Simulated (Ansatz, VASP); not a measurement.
## Two plane-wave programs on NaF

```
Na F
1.0
     0.00000    2.24925    2.24925
     2.24925    0.00000    2.24925
     2.24925    2.24925    0.00000
Na F
1 1
Cartesian
  0.0000 0.0000 0.0000
  2.2492 2.2492 2.2492
```

The cell was built by a generator and isn't the measured one.

Alike in both runs: task single point; functional LDA; k mesh 6 × 6 × 6; occupations gaussian, width 0.05 eV; no spin polarisation.

|  | VASP | Ansatz |
| --- | --- | --- |
| version | VASP 6.6.1 | Ansatz 0.2.0 |
| potentials or method | VASP PAW LDA potentials, release 64 (Na_pv, F) | scalar-relativistic, plane waves, PAW |
| plane-wave cutoff (eV) | 520 | 420 |
| valence electrons in the cell | 14 | 16 |

```tsv
	VASP	Ansatz	Ansatz less VASP
gap on the k mesh at the Fermi level (eV)	6.45	6.48	+0.023
least direct gap on the mesh (eV)	6.45	6.48	+0.023
pressure (GPa)	0.2	0.2	-0.01
```

The two sets of potentials don't hold the same shells in valence.

LDA gaps usually lie below the measured ones, often by a third to a half.
